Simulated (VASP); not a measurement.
# Sb (Im-3m) in VASP: notebook, part 2 of 2

VASP 6.6.1.

### 3 Single point, PBE

File INCAR:

```
SYSTEM = Sb
PREC = Accurate
ENCUT = 450
EDIFF = 1E-6
ISMEAR = 0
SIGMA = 0.02
LREAL = .FALSE.
LASPH = .TRUE.
NELM = 100
ALGO = Normal
ISIF = 2
LWAVE = .FALSE.
LCHARG = .TRUE.
GGA = PE
LELF = .TRUE.
LVHAR = .TRUE.
NBANDS = 14
```

File KPOINTS:

```
regular mesh
0
G
  4 4 4
  0 0 0
```

File POSCAR:

```
Sb
1.0
   -1.8713408863      1.8713408863      1.8713408863
    1.8713408863     -1.8713408863      1.8713408863
    1.8713408863      1.8713408863     -1.8713408863
Sb
1
Direct
    0.0000000000      0.0000000000      0.0000000000
```

Potentials or basis: VASP PAW PBE potentials, release 64 (Sb_d_GW).

Run with:

```bash
$ cat potpaw_PBE.64/Sb_d_GW/POTCAR > POTCAR
$ mpirun -np 1 vasp_std > vasp.out
```

OUTCAR:

```text
SYSTEM = Sb
   PREC = Accurate
   ENCUT = 450
   EDIFF = 1E-6
   ISMEAR = 0
   LREAL = .FALSE.
   LASPH = .TRUE.
   NELM = 100
   ISIF = 2
   GGA = PE

 ion  position               nearest neighbor table
   1  0.000  0.000  0.000-

  LATTYP: Found a body centered cubic cell.
 ALAT       =     3.7426817726

  Lattice vectors:

 A1 = (  -1.8713408863,   1.8713408863,   1.8713408863)
 A2 = (   1.8713408863,  -1.8713408863,   1.8713408863)
 A3 = (   1.8713408863,   1.8713408863,  -1.8713408863)

Analysis of symmetry for initial positions (statically):
=====================================================================
 Subroutine PRICEL returns:
 Original cell was already a primitive cell.

 Routine SETGRP: Setting up the symmetry group for a
 body centered cubic supercell.

 Subroutine GETGRP returns: Found 48 space group operations
 (whereof 48 operations were pure point group operations)
 out of a pool of 48 trial point group operations.

The static configuration has the point symmetry O_h .

Analysis of symmetry for dynamics (positions and initial velocities):
=====================================================================
 Subroutine PRICEL returns:
 Original cell was already a primitive cell.

 Routine SETGRP: Setting up the symmetry group for a
 body centered cubic supercell.

 Subroutine GETGRP returns: Found 48 space group operations
 (whereof 48 operations were pure point group operations)
 out of a pool of 48 trial point group operations.

The dynamic configuration has the point symmetry O_h .

 Subroutine INISYM returns: Found 48 space group operations
 (whereof 48 operations are pure point group operations),
 and found     1 'primitive' translations

----------------------------------------------------------------------------------------

                                     Primitive cell

[... 98 lines left out ...]
   AEXX    =    0.0000 exact exchange contribution
   IVDW    =     0    specifies the selected vdW correction
   LEPSILON=     F    determine dielectric tensor
   LRPA    =     F    only Hartree local field effects (RPA)
 non-spin polarized calculation
 Gauss-broadening in eV      SIGMA  =   0.02
  energy-cutoff  :      450.00
  volume of cell :       26.21
 maximum number of plane-waves:       586
 NGX is ok and might be reduce to    24
   NGX = 11   NGY = 11   NGZ = 11

 number of electron      14.9999987 magnetization

 Free energy of the ion-electron system (eV)
  ---------------------------------------------------
  ext. energy  EPLUGINS =         0.00000000
  ---------------------------------------------------
  free energy    TOTEN  =        -3.82579866 eV

  energy without entropy =       -3.82411339  energy(sigma->0) =       -3.82495602

 E-fermi :   6.2522     XC(G=0): -10.7747

 val. band max:        6.2426580626   @ k =   0.2500   0.0000   0.0000
 cond. band min:       6.6205155078   @ k =  -0.2500   0.2500   0.2500
 fundamental gap:      0.3778574452
 Fermi energy:         6.2521967881

 k-point     1 :       0.0000    0.0000    0.0000
  band No.  band energies     occupation
      1     -22.7474      2.00000
      2     -22.7474      2.00000
      3     -22.7474      2.00000
      4     -22.6733      2.00000
      5     -22.6733      2.00000
      6      -6.4750      2.00000
      7      12.2662      0.00000
      8      12.2662      0.00000
      9      12.2662      0.00000
     10      17.9886      0.00000
     11      17.9886      0.00000
     12      17.9896      0.00000
     13      18.3193      0.00000
     14      18.3193      0.00000
[... 105 lines left out ...]
      1     -22.7527      2.00000
      2     -22.7527      2.00000
      3     -22.6314      2.00000
      4     -22.6314      2.00000
      5     -22.6314      2.00000
      6       1.0977      2.00000
      7       4.5260      2.00000
      8       4.5260      2.00000
      9       4.5260      2.00000
     10       9.5388      0.00000
     11       9.5388      0.00000
     12      23.8706      0.00000
     13      26.1781      0.00000
     14      26.1782      0.00000

------------------------ aborting loop because EDIFF is reached ----------------------------------------

  FORCE on cell =-STRESS in cart. coord.  units (eV):
  Direction    XX          YY          ZZ          XY          YZ          ZX
  --------------------------------------------------------------------------------------
  -------------------------------------------------------------------------------------
  Total       -0.0050423     -0.0050423     -0.0050423     -0.0000000     -0.0000000      0.0000000
  in kB       -0.3081943     -0.3081943     -0.3081943     -0.0000000     -0.0000000      0.0000000
  external PRESSURE =      -0.3081943 kB  Pullay stress =       0.0000000 kB

 VOLUME and BASIS-vectors are now :
 -----------------------------------------------------------------------------
  energy-cutoff  :      450.00
  volume of cell :       26.21
      direct lattice vectors                 reciprocal lattice vectors
    -1.871340886  1.871340886  1.871340886     0.000000000  0.267188092  0.267188092
     1.871340886 -1.871340886  1.871340886     0.267188092  0.000000000  0.267188092
     1.871340886  1.871340886 -1.871340886     0.267188092  0.267188092  0.000000000

 POSITION                                       TOTAL-FORCE (eV/Angst)
 -----------------------------------------------------------------------------------
      0.00000      0.00000      0.00000         0.000000      0.000000      0.000000
 -----------------------------------------------------------------------------------
    total drift:                               -0.000000      0.000000     -0.000000

  FREE ENERGIE OF THE ION-ELECTRON SYSTEM (eV)
  ---------------------------------------------------
  free  energy   TOTEN  =        -3.8257986563 eV

  energy  without entropy=       -3.8241133915  energy(sigma->0) =       -3.82495602
```

OSZICAR:

```text
N       E                     dE             d eps       ncg     rms          rms(c)
DAV:   1     0.834631083242E+02    0.83463E+02   -0.45266E+03   296   0.948E+03
DAV:   2     0.278995506208E+01   -0.80673E+02   -0.76974E+02   354   0.796E+02
DAV:   3    -0.372064084447E+01   -0.65106E+01   -0.64992E+01   362   0.107E+02
DAV:   4    -0.382806870340E+01   -0.10743E+00   -0.10740E+00   298   0.107E+01
DAV:   5    -0.383200133802E+01   -0.39326E-02   -0.39325E-02   304   0.170E+00    0.316E+00
DAV:   6    -0.382700013830E+01    0.50012E-02   -0.68390E-03   320   0.676E+00    0.190E+00
DAV:   7    -0.382581844644E+01    0.11817E-02   -0.63752E-03   304   0.501E+00    0.104E-01
DAV:   8    -0.382579403768E+01    0.24409E-04   -0.11758E-03   368   0.223E+00    0.315E-02
DAV:   9    -0.382579893897E+01   -0.49013E-05   -0.12164E-05   348   0.112E-01    0.142E-02
DAV:  10    -0.382579865629E+01    0.28268E-06   -0.42561E-07   214   0.275E-02
   1 F= -.38257987E+01 E0= -.38249560E+01  d E =-.168526E-02
```

stdout:

```text
POSCAR found type information on POSCAR Sb
 POSCAR found :  1 types and       1 ions
 scaLAPACK will be used
 LDA part: xc-table for (Slater+PW92), standard interpolation
 POSCAR, INCAR and KPOINTS ok, starting setup
 FFT: planning ... GRIDC
 FFT: planning ... GRID_SOFT
 FFT: planning ... GRID
 WAVECAR not read
 entering main loop
```

It took 3.8 s on 1 thread of Intel Xeon 6975P-C (Granite Rapids), shared host; peak memory 0.13 GiB.

Results:

```
Free energy            : -3.8258 eV
Pressure               : 0.0 GPa
Band gap on the k mesh : none (metal or under the smearing width)
```

Caveat: the k mesh is coarse (spacing up to 0.59 Å⁻¹), so the values aren't converged.
